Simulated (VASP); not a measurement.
Wanted: the native input for a VASP 6.6.1 run.

- Task: relaxation of cell and atoms
- Functional: PBE
- Potentials or basis: VASP PAW PBE potentials, release 64 (Au)
- Cutoff: 600 eV
- k mesh: 18 × 18 × 18
- Occupations: gaussian, width 0.1 eV
- Spin: no spin polarisation
- Dipole correction: no
- Further INCAR settings: ALGO = Normal; EDIFF = 1e-07; IBRION = 2; EDIFFG = -0.005; NSW = 100; ISIF = 3

The structure of Au lies in POSCAR:

```
Au
1.0
   -1.6572690000      1.6572690000      1.6572690000
    1.6572690000     -1.6572690000      1.6572690000
    1.6572690000      1.6572690000     -1.6572690000
Au
1
Direct
    0.0000000000      0.0000000000      0.0000000000
```

This isn't the form of Au at room conditions, which is fcc.

One way to write it, as run:

INCAR

```
SYSTEM = Au
ALGO = Normal
EDIFF = 1E-7
EDIFFG = -0.005
ENCUT = 600
GGA = PE
IBRION = 2
ISIF = 3
ISMEAR = 0
LASPH = .True.
LCHARG = .False.
LREAL = .False.
LWAVE = .False.
NELM = 100
NSW = 100
PREC = Accurate
SIGMA = 0.1
```

KPOINTS

```
k-points
0
Gamma
  18 18 18
  0 0 0
```

Potentials or basis: VASP PAW PBE potentials, release 64 (Au).

Command:

```bash
$ cat potpaw_PBE.64/Au/POTCAR > POTCAR
$ mpirun -np 1 vasp_std > vasp.out
```

It gave:

```
Relaxed volume                         : 17.97 Å³/atom
Relaxed cell                           : a = 2.858 Å, b = 2.858 Å, c = 2.858 Å, α = 109.47°, β = 109.47°, γ = 109.47°
Space group after relaxing (to 0.05 Å) : Im-3m (No. 229)
Energy gained by relaxing              : 1.3 meV/atom
Ionic steps                            : 3
Pressure after relaxing                : 0.0 GPa
Band gap on the k mesh                 : none (metal or under the smearing width)
```

Wall time 24 s on 1 thread of Intel(R) Xeon(R) 6975P-C (Granite Rapids) (shared host), peak memory 0.18 GiB.
